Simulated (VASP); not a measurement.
CrO2:

```xyz
6
Lattice="4.6602 0.0000 0.0000 0.0000 4.7452 0.0000 0.0000 0.0000 3.1284" Properties=species:S:1:pos:R:3 pbc="T T T"
Cr    0.0000    0.0000    0.0000
Cr    2.3301    2.3726    1.5642
O     1.3653    1.4719    0.0000
O     3.2949    3.2733    0.0000
O     0.9648    3.8445    1.5642
O     3.6954    0.9007    1.5642
```

The cell is a database's computed one.

The cell isn't the ideal one: volume scaled by 1.15.

- Program: VASP 6.6.1
- Task: relaxation of the atoms
- Functional: optB88-vdW
- Potentials or basis: VASP PAW PBE potentials, release 54 (Cr_pv, O)
- Cutoff: 520 eV
- k mesh: 6 × 6 × 9
- Occupations: fermi-dirac, width 0.1 eV
- Spin: collinear spin, antiferromagnetic start
- Starting moments: [3.0, -3.0, 0.0, 0.0, 0.0, 0.0] μB

At the start: pressure -31.2 GPa; volume 11.53 Å³/atom.

Where does the relaxation end?

Over 9 steps the energy falls by 20.4 meV/atom; space group Pnnm (No. 58, to 0.05 Å); moment 0.00 μB per cell.

The path:
| step | energy change (eV) | largest force (eV/Å) | pressure (GPa) |
| --- | --- | --- | --- |
| 1 | 0.0000 | 0.5981 | -31.23 |
| 2 | -0.0625 | 0.4708 | -30.60 |
| 3 | -0.1183 | 0.0750 | -28.76 |
| 4 | -0.1197 | 0.0610 | -28.76 |
| 5 | -0.1222 | 0.0225 | -28.78 |
| 6 | -0.1198 | 0.0712 | -28.93 |
| 7 | -0.1225 | 0.0159 | -28.82 |
| 8 | -0.1225 | 0.0164 | -28.82 |
| 9 | -0.1225 | 0.0064 | -28.76 |

Final structure:
```xyz
6
Lattice="4.6602 0.0000 0.0000 0.0000 4.7452 0.0000 0.0000 0.0000 3.1284" Properties=species:S:1:pos:R:3 pbc="T T T"
Cr    0.0000    0.0000    0.0000
Cr    2.3301    2.3726    1.5642
O     1.4549    1.4948    0.0000
O     3.2052    3.2505    0.0000
O     0.8752    3.8674    1.5642
O     3.7850    0.8778    1.5642
```

Caveat: the PAW data sets were made with another functional, which shifts forces and pressure a little.
